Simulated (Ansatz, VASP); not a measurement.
BN: VASP beside Ansatz

```xyz
4
Lattice="0.0000 -1.8124 -1.8365 -1.8365 0.0000 -1.8365 1.8365 1.8124 -3.6730" Properties=species:S:1:pos:R:3 pbc="T T T"
B    -0.0655    0.0145   -0.0508
B     0.0655   -0.0145   -3.6222
N     0.8512    0.9210   -4.6432
N    -0.8512   -0.9210   -4.5393
```

Change from the starting cell: mode 4 frozen in at -0.085 Å, equal normal strain along x and y +0.0133.

Alike in both runs: task single point; functional PBE; k mesh 6 × 6 × 6; occupations gaussian, width 0.05 eV; no spin polarisation.

|  | VASP | Ansatz |
| --- | --- | --- |
| version | VASP 6.6.1 | Ansatz 0.2.0 |
| potentials or method | VASP PAW PBE potentials, release 64 (B, N) | scalar-relativistic, plane waves, PAW |
| plane-wave cutoff (eV) | 520 | 520 |
| valence electrons in the cell | 16 | 16 |

```csv
,VASP,Ansatz,Ansatz less VASP
gap on the k mesh at the Fermi level (eV),4.14,4.15,+0.009
least direct gap on the mesh (eV),5.96,5.97,+0.011
pressure (GPa),-9.4,-9.5,-0.14
largest component of the traceless stress (GPa),6.56,6.56,-0.004
rms of the force components (eV/Å),0.527,0.527,+0.0002
```

Atom by atom the forces differ by 0.001 eV/Å (rms over components).

Caveats: the k mesh is coarse (spacing up to 0.48 Å⁻¹), so the values aren't converged; forces of over 1 eV/Å show positions far from the minimum, so gaps and moduli don't describe the material at rest. A k mesh can miss the band edges.
